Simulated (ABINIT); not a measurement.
Sn:

```xyz
1
Lattice="-1.8947 1.8947 1.8947 1.8947 -1.8947 1.8947 1.8947 1.8947 -1.8947" Properties=species:S:1:pos:R:3 pbc="T T T"
Sn    0.0000    0.0000    0.0000
```

This isn't the form of Sn at room conditions, which is tetragonal (white tin).

```yaml
Program: ABINIT 10.8.3 (patched build)
Task: relaxation of cell and atoms
Functional: PBEsol
Potentials_or_basis: PseudoDojo NC SR PBEsol v0.4.1 standard
Cutoff: 980 eV
k_mesh: 8 × 8 × 8
Occupations: fermi-dirac, width 0.05 eV
Spin: no spin polarisation
```

At the start: pressure -1.6 GPa; volume 27.20 Å³/atom.

Q: Where does the relaxation end?

A: Over 5 steps the energy falls by 4.8 meV/atom and the volume is 26.27 Å³/atom (-3.4 %); space group Im-3m (No. 229, to 0.05 Å).

The path:
```csv
step,energy change (eV),largest force (eV/Å),pressure (GPa),volume (Å³)
1,0.0000,0.0000,-1.58,27.20
2,-0.0012,0.0000,-1.38,27.07
3,-0.0048,0.0000,0.12,26.21
4,-0.0048,0.0000,-0.01,26.28
5,-0.0048,0.0000,0.00,26.27
```

Final structure:
```yaml
crystal:
  lattice:
    - [-1.87273, 1.87273, 1.87273]
    - [1.87273, -1.87273, 1.87273]
    - [1.87273, 1.87273, -1.87273]
  atoms:
    - { symbol: Sn, position: [0.00000, 0.00000, 0.00000] }
```
